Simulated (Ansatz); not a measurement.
Method: Ansatz, DFT PBE, scalar-relativistic, plane waves, PAW. Settings: cutoff 420 eV, Γ-centred meshes spaced at most about 0.3 Å⁻¹ (2π included), Gaussian smearing. No spin polarisation.

Each guess is relaxed in cell and atoms at zero pressure, on a coarse mesh first where it starts far from rest and then on a converged one. The steps can't lower the symmetry of the start, but it can rise. Energies are static (0 K, no zero-point motion).

Two unrelaxed guesses for Cd3HgTe4:

A.

```
Cd Hg Te
1.0
     6.19108    0.00000    0.00000
     0.00000    6.19108    0.00000
     0.00000    0.00000    6.19108
Cd Hg Te
3 1 4
Direct
  0.00000 0.50000 0.50000
  0.50000 0.00000 0.50000
  0.50000 0.50000 0.00000
  0.00000 0.00000 0.00000
  0.75000 0.75000 0.25000
  0.75000 0.25000 0.75000
  0.25000 0.75000 0.75000
  0.25000 0.25000 0.25000
```

B.

```
Cd Hg Te
1.0
     6.19108    0.00000    0.00000
     0.00000    6.19108    0.00000
     0.00000    0.00000    6.19108
Cd Hg Te
3 1 4
Direct
  0.00000 0.00000 0.50000
  0.00000 0.50000 0.00000
  0.50000 0.00000 0.00000
  0.50000 0.50000 0.50000
  0.25000 0.25000 0.25000
  0.25000 0.75000 0.75000
  0.75000 0.25000 0.75000
  0.75000 0.75000 0.25000
```

Question: Do they relax into the same structure? If not, which is lower?

Answer: Yes. Both fall into one structure. A: P-43m at 29.7 Å³/atom → P-43m at 36.4 Å³/atom; B: P-43m at 29.7 Å³/atom → P-43m at 36.4 Å³/atom. Conventional cell: a = 6.629 Å. Cd has 4 Te at 2.87 Å; Hg has 4 Te at 2.88 Å; Te has 3 Cd at 2.87 Å and 1 Hg at 2.88 Å.

```
Cd Hg Te
1.0
     6.62934    0.00000    0.00000
     0.00000    6.62934    0.00000
     0.00000    0.00000    6.62934
Cd Hg Te
3 1 4
Cartesian
  0.0000 3.3147 3.3147
  3.3147 0.0000 3.3147
  3.3147 3.3147 0.0000
  0.0000 0.0000 0.0000
  4.9657 4.9657 1.6636
  4.9657 1.6636 4.9657
  1.6636 4.9657 4.9657
  1.6636 1.6636 1.6636
```

Ends held by symmetry can be saddle points. This end isn't the lowest form computed: that has Cd and Hg ordered on zinc blende sites, space group P-4m2 (No. 115) and lies 1 meV/atom below it. Spin–orbit coupling, which can matter for Hg and Te, is left out. Some structure types and database cells were kept out of the candidates from the start, so a known form may be missing.
